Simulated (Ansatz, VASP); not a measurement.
**BaTiO3 in VASP and in Ansatz**

```
Ba Ti O
1.0
     2.84005    1.63971    2.33143
    -2.84005    1.63971    2.33143
     0.00000   -3.27941    2.33143
Ba Ti O
1 1 3
Direct
  0.00279 0.00279 0.00279
  0.51625 0.51625 0.51625
  0.48975 0.48975 0.98016
  0.48975 0.98016 0.48975
  0.98016 0.48975 0.48975
```

Alike in both runs: functional r2SCAN; k mesh 6 × 6 × 6; occupations gaussian, width 0.02 eV; no spin polarisation.

Ansatz relaxed the structure, and its values are those at the end. VASP's run is a single point on that final structure, the one shown.

```csv
,VASP,Ansatz
version,VASP 6.6.1,Ansatz 0.2.0
potentials or method,"VASP PAW PBE potentials, release 64 (Ba_sv, Ti_sv, O)","scalar-relativistic, plane waves, PAW"
plane-wave cutoff (eV),520,500
valence electrons in the cell,40,40
```

|  | VASP | Ansatz | Ansatz less VASP |
| --- | --- | --- | --- |
| gap on the k mesh at the Fermi level (eV) | 2.85 | 2.87 | +0.020 |
| least direct gap on the mesh (eV) | 3.31 | 3.29 | -0.019 |
| pressure (GPa) | 1.9 | 0.0 | -1.92 |
| rms of the force components (eV/Å) | 0.064 | 0.000 | -0.0644 |

The functional is the same, so the differences come from potentials, cutoffs and numerics.

Caveats: the PAW data sets were made with another functional, which shifts forces and pressure a little (VASP); spin-orbit coupling is left out, which moves the levels of the heavy elements. r2SCAN opens gaps a little over a GGA but as a rule still falls short of measured ones. A k mesh can miss the band edges.
